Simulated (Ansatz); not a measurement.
A plane-wave DFT run in Ansatz 0.2.0 (scalar-relativistic PAW potentials unless the input names others): input and command.

```yaml
crystal:
  lattice:
    - [3.3077869865, 0.0, 0.0]
    - [-1.6538934933, 2.8646275606, 0.0]
    - [0.0, 0.0, 4.98288167]
  atoms:
    - { symbol: Mg, position: [0.3333333333, 0.6666666667, 0.00215974] }
    - { symbol: Mg, position: [0.6666666667, 0.3333333333, 0.50215974] }
    - { symbol: O, position: [0.3333333333, 0.6666666667, 0.40244026] }
    - { symbol: O, position: [0.6666666667, 0.3333333333, 0.90244026] }
basis:
  ecutwfc: 420
kpoints:
  mp_grid: { grid: [9, 9, 6] }
hamiltonian:
  xc: lda
scf:
  occupations: { method: tetrahedron }
  convergence: { dr2_threshold: 1.0e-06 }
output:
  forces: true
  eigenvalues: true
  stress: true
```

```bash
ansatz run input.yaml --threads 1 --pin off --max-ram 1228MiB --backend cpu --events-out ev --progress --plain --runs-dir out
```

Abridged log:
```
Warning: output.forces, output.stress, relax.cell or npt_langevin: where a Kohn–Sham band that disperses or a degenerate level is filled in part under the method tetrahedron, the forces or the stress that this run publishes need not agree with its energy (scf.occupations.method in the input reference, under Limitations); prefer a smearing scheme for the forces or the stress
Warning: scf.convergence.dr2_threshold = 1e-6 eV is looser than this run's default, which is 1e-7 eV or tighter. The error in the forces grows as the threshold's square root, so leave the key out unless less accurate forces are enough
Warning: output.stress: scf.convergence.dr2_threshold = 1e-6 eV is looser than the 4e-10 eV advised for a printed stress (1e-10 eV for each atom of the cell: 4). ...
Basis set: ecut = 420 eV, 929 PW (Γ)
Bands: 20, of which v1, the nominal top of the filled ones, is band 16 counted from 1 (15 counted from 0)
Symmetry: 12 space group operations
k-points: 48 of 486 (time reversal used)
SCF iter   1: F=—  HF=-4919.592165 eV  |F-HF|=—  |Δ(HF+E_count)|=         —  Δρ=1.67e-2  dr2=1.18e-1  ethr=1.77e-3  ⟨swp⟩=6.1  Hψ=4580  notcnv=0
SCF iter   2: F=—  HF=-4919.554022 eV  |F-HF|=—  |Δ(HF+E_count)|=   3.81e-2  Δρ=4.93e-3  dr2=3.60e-3  ethr=3.69e-4  ⟨swp⟩=2.0  Hψ=1752  notcnv=0
SCF iter   3: F=—  HF=-4919.552018 eV  |F-HF|=—  |Δ(HF+E_count)|=   2.00e-3  Δρ=1.90e-3  dr2=1.12e-3  ethr=1.13e-5  ⟨swp⟩=2.5  Hψ=1837  notcnv=0
SCF iter   4: F=—  HF=-4919.551626 eV  |F-HF|=—  |Δ(HF+E_count)|=   3.92e-4  Δρ=4.08e-4  dr2=5.44e-5  ethr=3.49e-6  ⟨swp⟩=3.0  Hψ=1920  notcnv=0
SCF iter   5: F=—  HF=-4919.551613 eV  |F-HF|=—  |Δ(HF+E_count)|=   1.32e-5  Δρ=5.42e-5  dr2=5.80e-7  ethr=3.12e-9  ⟨swp⟩=3.0  Hψ=4376  notcnv=0
SCF iter   6: F=-4919.551613 eV  HF=-4919.551613 eV  |F-HF|=1.08e-7  |Δ(HF+E_count)|=   1.78e-7  Δρ=1.62e-5  dr2=6.01e-8  ethr=1.81e-9  ⟨swp⟩=2.0  Hψ=3840  notcnv=0
SCF 1 converged in 6 iterations: F = -4919.551613 eV  dr2 = 6.01e-8
SCF converged after 6 iterations
Stability not checked: this state was not tested for a lower state beside it, because cold or Methfessel-Paxton smearing, or corrected tetrahedra, fill the levels in a way that the test cannot read (fill_not_monotonic; see scf.lower_state_search)
Free energy (F): -4919.551613 eV
Harris-Foulkes:  -4919.551613 eV  (|F-HF|=1.08e-7)
Internal energy: -4919.551613 eV  (E = F + TS)
E sigma→0 (E₀):  -4919.551613 eV
Fermi energy:    4.687886 eV
--- Forces (eV/Å), atoms counted from 1 ---
  atom   1  Mg     0.00000000     0.00000000     0.03969356
  atom   2  Mg     0.00000000     0.00000000     0.03969356
  atom   3  O      0.00000000     0.00000000    -0.03971668
  atom   4  O      0.00000000     0.00000000    -0.03971668
--- Stress (GPa, compression-positive) ---
       -4.421598       0.000000       0.000000
        0.000000      -4.421598       0.000000
        0.000000       0.000000      -3.929725
  P = ⅓ Tr σ = -4.2576 GPa (-42.576 kbar)
```

Apart from outputs and empty bands, the input differs from a reference run on usual settings in scf.convergence.dr2_threshold: not typed → 1e-06; scf.occupations.width: 0.05 → not typed; scf.occupations.method: "gaussian" → "tetrahedron". The reference, at the same geometry (not necessarily relaxed), gave pressure -4.26 GPa, largest force 0.040 eV/Å, gap on the mesh 3.36 eV. This run converged in 6 SCF iterations (reference: 6) with an energy at zero smearing within 0.01 meV/atom of the reference's, pressure -4.26 GPa, largest force 0.040 eV/Å, gap on the mesh 3.36 eV.